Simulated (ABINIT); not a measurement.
Crystal: MnSi.

```
Mn Si
1.0
     2.79685    0.00000    0.00000
     0.00000    2.79685    0.00000
     0.00000    0.00000    2.79685
Mn Si
1 1
Direct
  0.50000 0.50000 0.50000
  0.00000 0.00000 0.00000
```

The cell was built by a generator and needn't be a form met in nature.

The cell isn't the ideal one: cell taken from the last step of an earlier PBE relaxation by this program, which needn't have reached its minimum.

Base run:

```yaml
Program: ABINIT 10.8.3 (patched build)
Functional: r2SCAN
Potentials_or_basis: JTH PAW PBE v2.0
Cutoff: 544 eV
k_mesh: 9 × 9 × 9
Occupations: fermi-dirac, width 0.05 eV
Spin: collinear spin, ferromagnetic start
Starting_moments: "[4.0, 0.0] μB"
```

Its results: band gap on the k mesh none (metal or under the smearing width); net moment 0.80 μB per cell; site moments Mn +0.87; Si -0.06 μB.

Q: The run is repeated on the same cell with these changes: functional from r2SCAN to PBE; cutoff from 544 eV to 463 eV; fine-grid cutoff from 1088.46 eV to 925.187 eV. What comes out?

A: Band gap on the k mesh none (metal or under the smearing width); net moment 0.15 μB per cell; site moments Mn +0.15; Si -0.01 μB.

Caveats: the moment fell far below its start of 4 μB, so a state of higher moment may lie lower in energy.
